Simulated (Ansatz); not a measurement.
AlNi:

```xyz
2
Lattice="2.8810 0.0000 0.0000 0.0000 2.8810 0.0000 0.0000 0.0000 2.8810" Properties=species:S:1:pos:R:3 pbc="T T T"
Ni    1.4405    1.4405    1.4405
Al    0.0000    0.0000    0.0000
```

Base run:

```yaml
Program: Ansatz 0.2.0
Functional: BLYP
Potentials_or_basis: Ansatz PAW
Cutoff: "420 eV (not typed: the program's choice for these potentials)"
k_mesh: 9 × 9 × 9
Occupations: fermi-dirac, width 0.05 eV
Spin: collinear spin, ferromagnetic start
Starting_moments: "[1.0, 0.0] μB"
```

Its results: band gap on the k mesh none (metal or under the smearing width); pressure 6.6 GPa; net moment 0.00 μB per cell.

Problem. After a change of settings the same cell gave: band gap on the k mesh none (metal or under the smearing width); pressure 5.8 GPa; net moment 0.00 μB per cell. Which change was it?
A. functional from BLYP to PBE; occupations from fermi-dirac, width 0.05 eV to gaussian, width 0.011 eV
B. functional from BLYP to PBE
C. functional from BLYP to revPBE
D. functional from BLYP to RPBE

Solution. D.

Caveats: the PAW data sets come from PBE, with cores solved anew for the run's functional, which leaves a small shift of forces and pressure; the starting moments weren't kept.
